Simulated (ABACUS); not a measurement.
**Rb under changes of volume**

One of the cells (96.448 Å³/atom); the others are scaled copies at fixed shape and fractional positions:

```
Rb
1.0
     0.00000    3.63988    3.63988
     3.63988    0.00000    3.63988
     3.63988    3.63988    0.00000
Rb
1
Direct
  0.00000 0.00000 0.00000
```

This isn't the form of Rb at room conditions, which is bcc.

| Quantity | Value |
| --- | --- |
| Program | ABACUS 3.10.1 |
| Functional | PBE |
| Potentials or basis | PseudoDojo NC SR 0.4.1 PBE standard |
| Cutoff | 639 eV |
| Density cutoff | 2558 eV |
| Basis | plane waves |
| k mesh | 6 × 6 × 6 |
| Occupations | fermi-dirac, width 0.05 eV |
| Spin | no spin polarisation |

```tsv
volume (Å³/atom)	energy over the lowest point (meV/atom)	pressure (GPa)
90.661	0.12	0.0
92.590	0.00	0.0
94.519	0.56	-0.1
96.448	1.74	-0.1
98.377	3.48	-0.2
100.306	?	?
102.235	8.40	-0.2
```

What does the run at 100.306 Å³/atom give?

Energy over the lowest point 5.71 meV/atom; pressure -0.2 GPa.

Worked out: A Birch-Murnaghan fit of order 3 (a polynomial in V^(-2/3)) to the other rows has its minimum at 91.95 Å³/atom with B0 = V·E''(V) = 2.8 GPa and B' = 4.1. It gives 5.71 meV/atom at 100.306 Å³/atom, against the run's 5.71, and -dE/dV = -0.2 GPa, against -0.2.

Energies are extrapolated to zero smearing.
